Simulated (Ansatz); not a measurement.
KCl: distorted cells

The calculation used DFT PBE, scalar-relativistic, plane waves, PAW in Ansatz 0.2.0.

Settings: cutoff 420 eV, Γ-centred mesh 6×6×6 on the computed 2-atom cell, Gaussian smearing of 0.02 eV; no spin polarisation.

Reference cell:

```yaml
crystal:
  lattice:
    - [0.00000, 3.15610, 3.15610]
    - [3.15610, 0.00000, 3.15610]
    - [3.15610, 3.15610, 0.00000]
  atoms:
    - { symbol: K, position: [0.00000, 0.00000, 0.00000] }
    - { symbol: Cl, position: [0.50000, 0.50000, 0.50000] }
```

Each variant moves atoms of this cell by the vectors given, if any (Å), and then applies a symmetric strain (tensor components, Cartesian axes). The reference cell isn't relaxed at this level. Energies are per atom at zero smearing, counted from the lowest variant. Pressure is positive in compression.

1. strain (xx yy zz yz xz xy, %) -6.94 -0.94 -0.94 1.57 0.00 0.00; moves: K1 (0.000, 0.177, 0.177); Cl2 (0.000, -0.177, -0.177)
2. no strain; moves: K1 (0.000, 0.000, 0.150)
3. strain (xx yy zz yz xz xy, %) 2.27 2.27 2.27 0.00 0.00 0.00
4. strain (xx yy zz yz xz xy, %) 0.80 0.39 0.84 0.46 -0.50 -0.41; moves: K1 (0.018, 0.057, 0.004); Cl2 (-0.018, -0.057, -0.004)
5. strain (xx yy zz yz xz xy, %) 1.11 1.11 1.11 0.00 0.00 0.00
6. no strain; moves: K1 (-0.032, -0.012, 0.083)

(1) Order the variants by energy, lowest first.

(2) Order them by pressure, highest first.

Results:

(1) 5 (0.0 meV/atom), 3 (1.9 meV/atom), 6 (4.4 meV/atom), 4 (4.9 meV/atom), 2 (9.2 meV/atom), 1 (137.6 meV/atom). Neighbours within 1 meV/atom are level.

(2) 1 (4.90 GPa), 2 (0.73 GPa), 6 (0.63 GPa), 4 (0.30 GPa), 5 (-0.01 GPa), 3 (-0.52 GPa).